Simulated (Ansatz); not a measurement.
# SnSe: the cost of one run

Computed with Ansatz 0.2.0 (DFT PBE+D3(BJ), scalar-relativistic, plane waves, PAW, unless a step's input says otherwise).

5 further runs of the same task are left out: 5 set aside as unsound or not needed.

## (1) The starting structure

Symmetry: Fm-3m, No. 225, cubic system. The conventional cell has a = 5.971 Å, b = 5.971 Å, c = 5.971 Å, α = 90.00°, β = 90.00°, γ = 90.00°. Around Sn (site symmetry m-3m) lie 6 Se at 2.98 to 2.99 Å. Around Se (site symmetry m-3m) lie 6 Sn at 2.98 to 2.99 Å.

Structure file:

```cif
data_structure
_symmetry_space_group_name_H-M 'P 1'
_symmetry_Int_Tables_number 1
_cell_length_a 4.2220
_cell_length_b 5.9711
_cell_length_c 8.4440
_cell_angle_alpha 90.000
_cell_angle_beta 90.000
_cell_angle_gamma 90.000
_cell_volume 212.87
loop_
_atom_site_label
_atom_site_type_symbol
_atom_site_fract_x
_atom_site_fract_y
_atom_site_fract_z
_atom_site_occupancy
Sn1 Sn 0.50000 0.74991 0.00000 1
Sn2 Sn 0.50000 0.74991 0.50000 1
Sn3 Sn 0.00000 0.25009 0.25000 1
Sn4 Sn 0.00000 0.25009 0.75000 1
Se1 Se 0.50000 0.25006 0.50000 1
Se2 Se 0.50000 0.25006 0.00000 1
Se3 Se 0.00000 0.74994 0.25000 1
Se4 Se 0.00000 0.74994 0.75000 1
```

It goes back to an entry of the Materials Project, which need not be the stable form.

It is built from the cell relaxed beforehand with the same method (26.61 Å³/atom).

## (2) The undisturbed cell

Input file input.yaml:

```yaml
crystal:
  lattice:
    - [-4.22201079, 0.0, 0.0]
    - [0.0, 0.0, -5.9710971952]
    - [0.0, -8.44402158, 0.0]
  atoms:
    - { symbol: Sn, position: [0.5, 0.7499112807, 0.0] }
    - { symbol: Sn, position: [0.5, 0.7499112807, 0.5] }
    - { symbol: Sn, position: [1.0, 0.2500887193, 0.25] }
    - { symbol: Sn, position: [1.0, 0.2500887193, 0.75] }
    - { symbol: Se, position: [0.5, 0.2500648129, 0.5] }
    - { symbol: Se, position: [0.5, 0.2500648129, 1.0] }
    - { symbol: Se, position: [0.0, 0.7499351871, 0.25] }
    - { symbol: Se, position: [0.0, 0.7499351871, 0.75] }
basis:
  ecutwfc: 420
kpoints:
  mp_grid: { grid: [6, 4, 4] }
hamiltonian:
  xc: pbe
  dispersion: d3bj
scf:
  occupations: { method: gaussian, width: 0.03 }
output:
  forces: true
  stress: true
  eigenvalues: true
```

Launch:

```bash
> ansatz run input.yaml --threads 1 --pin off --max-ram 2560MiB --backend cpu --events-out ev --progress --plain --runs-dir out
```

What time and memory should one allow on 1 thread of AMD EPYC 7R43 (Zen 3), shared host?

About 23 s, with a peak of 0.72 GiB.
